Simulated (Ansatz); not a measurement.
# InSe (R3m) in Ansatz: band structure with HSE06

Aim: the band structure of InSe with HSE06.

Program: Ansatz 0.2.0. These are calculated values, not measurements. Logs are shortened: lines on timing, memory, paths and dates and some standing lists are left out, and cuts for length are marked.

**The experiment to reproduce.**

From “The Interaction of Hydrogen with the van der Waals Crystal γ-InSe”, 2020, pmc:7321205, for a bulk crystal of InSe at 300 K: band gap 1.25 eV.

How close the calculation comes is told below.

### 1 The crystal as given

The structure is trigonal, space group R3m (No. 160). The conventional cell has a = 4.000 Å, b = 4.000 Å, c = 25.320 Å, α = 90.00°, β = 90.00°, γ = 120.00°. Around In (site symmetry 3m) lie 3 Se at 2.63 Å and 1 In at 2.82 Å. In (site symmetry 3m) is surrounded by 3 Se at 2.64 Å and 1 In at 2.82 Å. Around Se (site symmetry 3m) lie 3 In at 2.63 Å. Around Se (site symmetry 3m) lie 3 In at 2.64 Å.

### 2 Band structure, HSE06

Contents of input.yaml:

```yaml
crystal:
  lattice:
    - [2.0, 1.1547005384, 8.44]
    - [-2.0, 1.1547005384, 8.44]
    - [0.0, -2.3094010768, 8.44]
  atoms:
    - { symbol: In, position: [0.8886, 0.8886, 0.8886] }
    - { symbol: In, position: [0.0, 0.0, 0.0] }
    - { symbol: Se, position: [0.1719, 0.1719, 0.1719] }
    - { symbol: Se, position: [0.3835, 0.3835, 0.3835] }
hamiltonian:
  xc: hse06
  pseudopotentials: { kind: paw }
kpoints:
  mp_grid: { grid: [5, 5, 5] }
  band_path:
    path:
      - [[0.0, 0.0, 0.0], [0.5, 0.0, 0.0], [0.5, 0.1791451724, -0.1791451724]]
      - [[0.8208548276, 0.5, 0.1791451724], [0.5, 0.5, 0.5], [0.0, 0.0, 0.0], [0.3395725862, 0.0, -0.3395725862]]
      - [[0.6604274138, 0.3395725862, 0.0], [0.5, 0.5, 0.0], [0.6604274138, 0.6604274138, 0.1791451724], [0.5, 0.5, 0.5]]
      - [[0.5, 0.0, 0.0], [0.8208548276, 0.3395725862, 0.3395725862]]
    npoints: 4
scf:
  occupations: { method: fermi_dirac, width: 0.05 }
  n_extra_bands: 10
output:
  forces: true
  stress: true
  eigenvalues: true
  fatbands: false
```

Potentials or basis: Ansatz PAW.

Launch:

```console
ansatz run input.yaml --threads 2 --pin off --max-ram 5632MiB --backend cpu --events-out ev --progress --plain --runs-dir out
```

The program printed:

```text
Warning: output.stress: scf.convergence.dr2_threshold = 1e-7 eV (the SCF's general default) is looser than the 4e-10 eV advised for a printed stress (1e-10 eV for each atom of the cell: 4). What an SCF threshold leaves in a stress goes as its square root, and in the free energy as the threshold itself, and one threshold admits the most on a small cell: of the crystals measured, under no hybrid functional and no lock of the moments, on runs that ended without the residual-converged pass, on stresses that held no estimate of that error, the worst erred by over 100 MPa in a component at 1e-7 eV an atom and by under 5 at 1e-10. Set scf.convergence.dr2_threshold to 4e-10 eV or tighter. The threshold is an SCF's pass mark: one that does not reach it within its budget of iterations ends unconverged, or closes short of it on a stop that the run arms, and scf.convergence.dr2_threshold's page says what that costs each kind of run
Warning: output.stress: scf.exx.energy_threshold = 1e-6 eV is looser than the 4e-8 eV advised for a stress under a hybrid functional (1e-8 eV for each atom of the cell: 4). Every SCF of the exchange loop can meet its threshold on dr2 while the loop round them stops early: no threshold on dr2 bounds what that leaves in the stress. Set scf.exx.energy_threshold to 4e-8 eV or tighter. The threshold is the loop's pass mark: a loop that does not reach it within its budget of cycles ends unconverged, and scf.exx.energy_threshold's page has the law
Warning: RAYON_NUM_THREADS=2 ignored (pool sized by the plan → 2); use --threads N
basis.fft_grid_basis auto: the FFT boxes are laid along the combinations [[1, 0, -1], [0, 1, -1], [0, 0, 1]] of the cell's own vectors, 4.000, 4.000 and 8.750 Å long. The dense box has 27×27×60 points. Along the cell's own vectors, as sized, it would have 60×60×60, 4.94 times as many. Of the 6 symmetry operations that the crystal satisfies within crystal.symmetry.tolerance (time reversal apart; of a slab, those that keep its plane) the dense box along the cell's own vectors carries 6, and the one as laid loses 4 of those. basis.fft_grid_basis: typed keeps the cell's own vectors: state it where this run's energies or levels are differenced outside the engine with another run's, or held beside a run that keeps those vectors.
scf.n_extra_bands = 10 over 29 filled bands (N_el = 58.0): the run solves 39 bands
Engine: ansatz 0.2.0, aarch64-unknown-linux-gnu
Pseudopotentials: kind: paw
Pseudopotential: In, paw, valence charge 13, recommended cutoff 420 eV (normal), In.paw.azcp
Pseudopotential: Se, paw, valence charge 16, recommended cutoff 420 eV (normal), Se.paw.azcp
Functional definition: HSE06
  parameter a = 0.25
  parameter omega = 0.11/bohr
  exchange = pbe_x - a*pbe_x_sr(omega) + a*exact_x_sr(omega)
  correlation = pbe_c
Crystal: 4 atoms, lattice volume = 116.948 Å³
Basis set: ecut = 420 eV, 2309 PW (Γ), FFT grids on a1−a3, a2−a3, a3, exchange–correlation on 54×54×120 points (8 copies of the dense FFT grid, shifted against one another)
Bands: 39, of which v1, the nominal top of the filled ones, is band 29 counted from 1 (28 counted from 0)
Symmetry: 6 space group operations
Space group: R3m (ITA 160), of the structure as read, at distance tolerance 4.9e-5 Å
k-points: 19 of 125 (time reversal used)
Non-local potential: In, projectors of the file, l = 0: 2, l = 1: 2, l = 2: 2, l = 3: 2
Non-local potential: Se, projectors of the file, l = 0: 2, l = 1: 2, l = 2: 3, l = 3: 1
PAW form: soft (Blöchl's): semilocal exchange-correlation on the pseudo side does not see the compensation charge
PAW frozen core: In, regenerated for the run's functional, and the local potential with it (the file was generated under x = pbe(κ = 0.804, μ = 0.2195149727645171), c = pbe(β = 0.06672455060314922))
PAW frozen core: Se, regenerated for the run's functional, and the local potential with it (the file was generated under x = pbe(κ = 0.804, μ = 0.2195149727645171), c = pbe(β = 0.06672455060314922))
PAW one-centre angular grid: In, 590 points (default); XC on 64 Gauss nodes
PAW one-centre angular grid: Se, 590 points (default); XC on 64 Gauss nodes
Initial density: superposition of atomic densities (neutral atoms: chi_scale 0, normalization atom), corrected by the library's trained network
Initial wavefunctions: pseudopotential atomic-orbital guess
Functional: x = pbe(κ = 0.804, μ = 0.2195149727645171), c = pbe(β = 0.06672455060314922), warm-up for x = pbe(κ = 0.804, μ = 0.2195149727645171) + 0.25 (exact − pbe) at short range (hse, ω = 0.20786987370883472 Å⁻¹), c = pbe(β = 0.06672455060314922); HSE06 as pw.x's `hse` composes it (authors' and Libxc's form: `xc: wpbeh`)
SCF iter   1: F=—  HF=-22135.852105 eV  |F-HF|=—  |Δ(HF+E_count)|=         —  Δρ=1.77e-3  dr2=1.09e-2  ethr=1.77e-3  ⟨swp⟩=11.3  Hψ=3245  notcnv=1
preconditioner: auto → none  [insulator: Δε(μ)=0.966 eV  Ē_g=15.589 eV  σ=0.050 eV  W_gap=1.00  n_scr=30 (ndim 8)  ℏωp=21.2 eV  f_vac=0.086  D(μ)=0.00/eV (n_scr^D=0)]
SCF iter   2: F=—  HF=-22135.854772 eV  |F-HF|=—  |Δ(HF+E_count)|=   2.67e-3  Δρ=1.61e-3  dr2=2.13e-2  ethr=1.89e-5  ⟨swp⟩=5.3  Hψ=2151  notcnv=0  defer=5
iter 3 solved again at ethr=4.82e-7 eV; its pass at ethr=1.89e-5 eV (dr2=2.80e-4 eV) is discarded
SCF iter   3: F=—  HF=-22135.850962 eV  |F-HF|=—  |Δ(HF+E_count)|=   3.81e-3  Δρ=3.33e-4  dr2=3.09e-4  ethr=4.82e-7  ⟨swp⟩=4.1  Hψ=3641  notcnv=0  defer=1
SCF iter   4: F=-22135.851047 eV  HF=-22135.851011 eV  |F-HF|=3.68e-5  |Δ(HF+E_count)|=   4.87e-5  Δρ=1.44e-4  dr2=1.44e-5  ethr=4.82e-7  ⟨swp⟩=3.0  Hψ=1382  notcnv=0
SCF 1 stopped early in 4 iterations: F = -22135.851047 eV  dr2 = 1.44e-5
Initial density: handed on by an earlier stage of this run
Initial wavefunctions: those handed on with the density
[... 12 lines left out ...]
SCF 2 stopped early in 8 iterations: F = -22146.910519 eV  dr2 = 1.73e-6
  Residual-converged pass: ⟨swp⟩=4.0  Hψ=2168  notcnv=0  max |occ|·‖R‖ = 6.6e-6 eV (tolerance 6.7e-6 eV)  dr2=1.71e-6  dr2_onsite=4.53e-8  max |Δocc| = 3.2e-13
hybrid outer 1: dexx = +1.629e-2 eV, tail = 9.71e-5 eV
Exchange kernel: α = 0.2500, screened, ω = 0.2079 Å⁻¹, Wigner–Seitz truncation, v(0) = 1045.4136 eV·Å³, q-mesh 5×5×5, nearest image of the exchange supercell L = 20.00 Å, pair-density grid 24×24×60, without the augmentation charges, whose exchange is taken in its separable form by FFT convolution over the k-point mesh (the finest that the files' search goes to), smooth part of the exact exchange by density-matrix convolution
Frozen-core exchange: fock
SCF iter   1: F=—  HF=-22146.910605 eV  |F-HF|=—  |Δ(HF+E_count)|=         —  Δρ=5.63e-5  dr2=4.86e-6  ethr=8.37e-7  ⟨swp⟩=6.4  Hψ=1701  notcnv=0
preconditioner: auto → none  [insulator: Δε(μ)=1.569 eV  Ē_g=17.578 eV  σ=0.050 eV  W_gap=1.00  n_scr=30 (ndim 8)  ℏωp=21.2 eV  f_vac=0.084  D(μ)=0.00/eV (n_scr^D=0)]
SCF iter   2: F=—  HF=-22146.910606 eV  |F-HF|=—  |Δ(HF+E_count)|=   6.49e-7  Δρ=2.05e-5  dr2=2.92e-7  ethr=6.30e-9  ⟨swp⟩=4.0  Hψ=2087  notcnv=0
SCF iter   3: F=—  HF=-22146.910606 eV  |F-HF|=—  |Δ(HF+E_count)|=   5.59e-7  Δρ=1.34e-5  dr2=1.43e-7  ethr=3.52e-10  ⟨swp⟩=4.4  Hψ=2047  notcnv=0  defer=6
SCF iter   4: F=—  HF=-22146.910606 eV  |F-HF|=—  |Δ(HF+E_count)|=   2.15e-8  Δρ=4.10e-6  dr2=1.03e-8  ethr=2.24e-10  ⟨swp⟩=3.2  Hψ=1385  notcnv=0  defer=1
SCF iter   5: F=-22146.910606 eV  HF=-22146.910606 eV  |F-HF|=1.51e-9  |Δ(HF+E_count)|=   1.03e-8  Δρ=1.21e-6  dr2=1.46e-9  ethr=1.63e-11  ⟨swp⟩=5.7  Hψ=1897  notcnv=0  defer=19
SCF 3 converged in 5 iterations: F = -22146.910606 eV  dr2 = 1.46e-9
  Residual-converged pass: ⟨swp⟩=3.2  Hψ=1847  notcnv=0  max |occ|·‖R‖ = 6.2e-7 eV (tolerance 6.3e-7 eV)  dr2=1.41e-9  dr2_onsite=6.09e-10  max |Δocc| = 4.9e-16
hybrid outer 2: dexx = +7.670e-7 eV, tail = 3.59e-8 eV, Δε = 1.44e-3 eV (about 5.37e-5 eV left of the loop's levels), ΔF = 5.66e-3 eV/Å (tail 9.44e-4)
NSCF: frozen V_eff on 40 k-points
hybrid SCF converged: 2 outer / 13 inner (+4 warm-up), last move |dexx| = 7.67e-7 eV, tail = 3.59e-8 eV
Stability not checked: this state was not tested for a lower state beside it, because the functional holds exact exchange (a hybrid, or Hartree-Fock), whose exchange loop this test does not read (fock_operator; see scf.lower_state_search)
Free energy (F): -22146.910606 eV
Frozen-core exchange: fock
Harris-Foulkes:  -22146.910606 eV  (|F-HF|=1.51e-9)
Internal energy: -22146.910606 eV  (E = F + TS)
E sigma→0 (E₀):  -22146.910606 eV
Fermi energy:    7.443628 eV
--- Per-component energies (eV) ---
  E_band       = -1057.188733
  E_kinetic    = 722.135649
  E_local      = -7920.102879  (includes V_loc(G=0)·N_el)
  E_nonlocal   = -457.790632
  E_hartree    = 3655.457967
  E_xc         = -508.814608
  E_vxc        = -315.426913  (∫ρ·V_xc dr)
  E_exx        = -201.229627  (= α·E_x^exact, valence–valence)
  E_paw        = -12071.242000  (= ΣΔE_a)
  E_vpaw       = 5.538775  (= ΣTr[D̂ρ^β])
  E_aug_tail   = -0.001160  (compensation charges beyond the density's cutoff)
  E_ewald      = -5364.203816
  E_core_change = -1.119502  (= ΣΔE_core)
  E_smearing   = -0.000000  (= −TS)
  E_closure    = 0.000001  (closes the sum)
  Σ components = -22146.910606   (vs F -22146.910606, Δ=0.00e0)
--- Forces (eV/Å), atoms counted from 1 ---
  atom   1  In     0.00000000    -0.00000000     0.18115470
  atom   2  In    -0.00000000    -0.00000000    -0.16245914
  atom   3  Se     0.00000000     0.00000000     0.05491868
  atom   4  Se     0.00000000     0.00000000    -0.07360378
  max |Σ_I F_I| component: 1.05e-5 eV/Å
--- Stress (GPa, compression-positive) ---
        1.413386       0.000000      -0.000000
        0.000000       1.413386      -0.000000
        0.000000      -0.000000       0.310489
  P = ⅓ Tr σ = 1.0458 GPa (10.458 kbar)
--- Band table (eV; the first three rows and the last of 19) ---
  k-point 0: bands = ["-44.3869", "-44.3869", "-44.3773", "-44.3773", "-44.3597", "-44.3597", "-44.3516", "-44.3516", "-44.3483", "-44.3407", "-9.7071", "-9.5490", "-9.5490", "-9.4754", "-9.4754", "-9.4428", "-9.4428", "-9.2669", "-9.2669", "-9.2378", "-7.9841", "-7.5588", "-0.0070", "3.2375", "5.2875", "5.4185", "5.4185", "5.5179", "5.5179", "9.3077", "9.7352", "12.1133", "12.1133", "12.8806", "13.2602", "13.2602", "15.2538", "16.3734", "16.8957"]
  k-point 1: bands = ["-44.3869", "-44.3869", "-44.3773", "-44.3773", "-44.3597", "-44.3597", "-44.3516", "-44.3516", "-44.3483", "-44.3406", "-9.7268", "-9.6327", "-9.5869", "-9.5406", "-9.4526", "-9.4487", "-9.4266", "-9.3089", "-9.2703", "-9.1679", "-7.5653", "-7.1964", "0.2879", "2.4560", "3.5590", "4.7201", "4.9534", "5.1020", "5.7775", "9.8250", "10.0991", "11.6723", "12.0047", "12.4267", "13.8141", "14.0678", "14.3286", "15.8691", "16.6321"]
  k-point 2: bands = ["-44.3869", "-44.3868", "-44.3773", "-44.3772", "-44.3597", "-44.3597", "-44.3516", "-44.3516", "-44.3482", "-44.3406", "-9.8332", "-9.7247", "-9.6446", "-9.5369", "-9.4680", "-9.4060", "-9.3893", "-9.3315", "-9.2746", "-9.1127", "-6.7892", "-6.5599", "0.0780", "1.0036", "2.7918", "4.3735", "4.4527", "4.4987", "5.3005", "8.7939", "9.6136", "11.2643", "11.7252", "12.5252", "14.2194", "14.3068", "14.9639", "15.4684", "16.9450"]
  k-point 18: bands = ["-44.3869", "-44.3869", "-44.3773", "-44.3773", "-44.3597", "-44.3597", "-44.3516", "-44.3516", "-44.3483", "-44.3406", "-9.7241", "-9.6275", "-9.5948", "-9.5408", "-9.4526", "-9.4486", "-9.4266", "-9.3111", "-9.2702", "-9.1676", "-7.4575", "-7.3158", "0.4940", "2.2989", "3.6833", "3.9805", "4.8679", "5.1977", "6.4729", "9.5289", "10.3402", "11.6130", "12.0840", "12.2975", "14.1489", "14.2323", "14.7114", "15.5348", "16.0994"]
```

It took 20 min on 2 threads of Arm Neoverse V1, shared host; peak memory 3.3 GiB.

Results:

```yaml
Free_energy: -22146.9106 eV
Pressure: 1.0 GPa
Largest_force: 0.181 eV/Å
Band_gap_along_the_path: 1.18 eV, direct
```

Forces in eV/Å, atoms in the order of the input:
```
In   0.000  0.000  0.181
In   0.000  0.000 -0.162
Se   0.000  0.000  0.055
Se   0.000  0.000 -0.074
```

Levels at the corners of the path, in eV from the valence-band top:
```csv
point,band 25,band 26,band 27,band 28,band 29,band 30,band 31,band 32,band 33,band 34
Γ,-1.57,-1.44,-1.44,-1.34,-1.34,2.45,2.87,5.25,5.25,6.02
L,-3.78,-2.59,-2.57,-2.46,-1.78,1.82,2.72,4.38,4.74,5.65
B1,-4.36,-4.01,-2.79,-2.48,-1.86,2.31,3.26,4.09,5.22,6.77
B,-4.36,-4.01,-2.79,-2.48,-1.86,2.31,3.26,4.09,5.22,6.77
Z,-1.52,-1.52,-1.26,-1.26,0.00,1.18,2.96,5.16,5.16,6.53
Γ,-1.57,-1.44,-1.44,-1.34,-1.34,2.45,2.87,5.25,5.25,6.02
X,-4.36,-4.03,-2.83,-2.45,-1.83,2.35,3.17,4.14,5.18,6.79
Q,-4.36,-4.03,-2.83,-2.45,-1.83,2.35,3.17,4.14,5.18,6.79
F,-3.50,-2.92,-2.74,-2.27,-1.60,1.88,2.64,4.02,4.33,5.21
P1,-3.55,-2.84,-2.71,-2.30,-1.73,2.10,2.46,4.09,4.52,5.30
Z,-1.52,-1.52,-1.26,-1.26,0.00,1.18,2.96,5.16,5.16,6.53
L,-3.78,-2.59,-2.57,-2.46,-1.78,1.82,2.72,4.38,4.74,5.65
P,-3.55,-2.84,-2.71,-2.30,-1.73,2.10,2.46,4.09,4.52,5.30
```

Caveat: spin-orbit coupling is left out, which moves the levels of the heavy elements; the PAW data sets come from PBE, with cores solved anew for the run's functional, which leaves a small shift of forces and pressure; the thresholds are loose for stress.

### 3 Against experiment

Step 2. A measured gap of InSe is 1.25 eV (300 K; “The Interaction of Hydrogen with the van der Waals Crystal γ-InSe”, 2020, pmc:7321205); the calculated 1.18 eV misses it by -0.07 eV. Spin-orbit coupling on In, Se is left out. The value is that of HSE06, without temperature or zero-point motion.
